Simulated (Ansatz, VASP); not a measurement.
## Two plane-wave programs on CdS

The input INCAR:

```
PREC = Accurate
ENCUT = 520
EDIFF = 1E-6
ISMEAR = 0
SIGMA = 0.01
LREAL = F
LASPH = T
NELM = 60
ALGO = Normal
ISIF = 2
LWAVE = F
LCHARG = F
NBANDS = 16
```

The input KPOINTS:

```
regular mesh
0
Gamma
  6 6 4
```

POSCAR

```
CdS
1.0
    4.2611695900      0.0000000000      0.0000000000
   -2.1305847900      3.6902811100      0.0000000000
    0.0000000000      0.0000000000      5.8041729400
Cd S
1 1
Direct
    0.0000000000      0.0000000000      0.4426919200
    0.6666666700      0.3333333300      0.4343080800
```

Input for Ansatz:

```yaml
crystal:
  lattice:
    - [4.26116959, 0.0, 0.0]
    - [-2.13058479, 3.69028111, 0.0]
    - [0.0, 0.0, 5.80417294]
  atoms:
    - { symbol: Cd, position: [0.0, 0.0, 0.44269192] }
    - { symbol: S, position: [0.6666666700000001, 0.33333333, 0.43430808] }
basis:
  ecutwfc: 550.0
kpoints:
  mp_grid:
    grid: [6, 6, 4]
hamiltonian:
  xc: lda
scf:
  occupations:
    method: fixed
output:
  eigenvalues: true
```

Measurements of this composition are mostly on another form, of space group No. 186.

Alike in both runs: task single point; functional LDA; k mesh 6 × 6 × 4; no spin polarisation.

```csv
,VASP,Ansatz
version,VASP 6.6.1,Ansatz 0.2.0
potentials or method,"VASP PAW LDA potentials, release 64 (Cd, S)","plane waves, PAW"
plane-wave cutoff (eV),520,550
occupations,"gaussian, width 0.01 eV",fixed
valence electrons in the cell,18,26
```

```tsv
	VASP	Ansatz	Ansatz less VASP
gap on the k mesh at the Fermi level (eV)	1.27	1.24	-0.030
```

The two sets of potentials don't hold the same shells in valence.

A k mesh can miss the band edges.
